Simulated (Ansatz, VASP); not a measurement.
# One calculation of KBr, two programs

POSCAR

```
KBr
1.0
    4.5592982261      0.0000000000      0.0000000000
   -2.2796491130      3.9484680873      0.0000000000
    0.0000000000      0.0000000000      8.0200646050
K Br
2 2
Direct
    0.0000000000      0.0000000000      0.0000000000
    0.0000000000      0.0000000000      0.5000000000
    0.3333333333      0.6666666667      0.2500000000
    0.6666666667      0.3333333333      0.7500000000
```

File INCAR.step1:

```
ALGO     = Normal         # electronic algorithm
EDIFF    = 1E-4           # SCF threshold, eV
ENCUT    = 520            # plane-wave cutoff, eV
GGA      = PE             # functional
ISMEAR   = 0              # smearing method
LASPH    = T              # aspherical terms in the spheres
LCHARG   = F              # write CHGCAR
LREAL    = F              # projectors in reciprocal space
LWAVE    = T              # write WAVECAR
NBANDS   = 24             # bands
NELM     = 60             # most SCF steps
PREC     = Accurate       # precision mode
SIGMA    = 0.01           # smearing width, eV
```

INCAR.step2

```
ALGO     = Normal         # electronic algorithm
EDIFF    = 1E-7           # SCF threshold, eV
ENCUT    = 520            # plane-wave cutoff, eV
ISIF     = 2              # what is computed and relaxed
ISMEAR   = 0              # smearing method
ISTART   = 1            
LASPH    = T              # aspherical terms in the spheres
LCHARG   = T              # write CHGCAR
LELF     = T              # ELF
LMIXTAU  = T            
LREAL    = F              # projectors in reciprocal space
LVHAR    = T            
LWAVE    = F              # write WAVECAR
METAGGA  = R2SCAN         # meta-GGA
NBANDS   = 24             # bands
NELM     = 60             # most SCF steps
PREC     = Accurate       # precision mode
SIGMA    = 0.01           # smearing width, eV
```

The input KPOINTS:

```
k-points
0
Gamma
  6 6 4
```

Input for Ansatz:

```yaml
crystal:
  lattice:
    - [4.5592982261, 0.0, 0.0]
    - [-2.279649113, 3.9484680873, 0.0]
    - [0.0, 0.0, 8.020064605]
  atoms:
    - { symbol: K, position: [0.0, 0.0, 0.0] }
    - { symbol: K, position: [0.0, 0.0, 0.5] }
    - { symbol: Br, position: [0.3333333333, 0.6666666667, 0.25] }
    - { symbol: Br, position: [0.6666666667, 0.3333333333, 0.75] }
kpoints:
  mp_grid: { grid: [6, 6, 4] }
hamiltonian:
  xc: r2scan
scf:
  occupations: { method: fixed }
output:
  optics: { e_range: [0, 19], de: 0.05, sigma: 0.1, bands: auto }
```

Alike in both runs: task single point; functional r2SCAN; k mesh 6 × 6 × 4; no spin polarisation.

|  | VASP | Ansatz |
| --- | --- | --- |
| version | VASP 6.6.1 | Ansatz 0.2.0 |
| potentials or method | VASP PAW PBE potentials, release 64 (K_sv, Br) | plane waves, PAW |
| plane-wave cutoff (eV) | 520 | 500 |
| occupations | gaussian, width 0.01 eV | fixed |
| valence electrons in the cell | 32 | 32 |

VASP gave:

* gap on the k mesh at the Fermi level (eV): 5.00

Which values does Ansatz return?

gap on the k mesh at the Fermi level (eV): 4.99.

Caveats: the PAW data sets were made with another functional, which shifts forces and pressure a little (VASP). r2SCAN opens gaps a little over a GGA but as a rule still falls short of measured ones. A k mesh can miss the band edges.
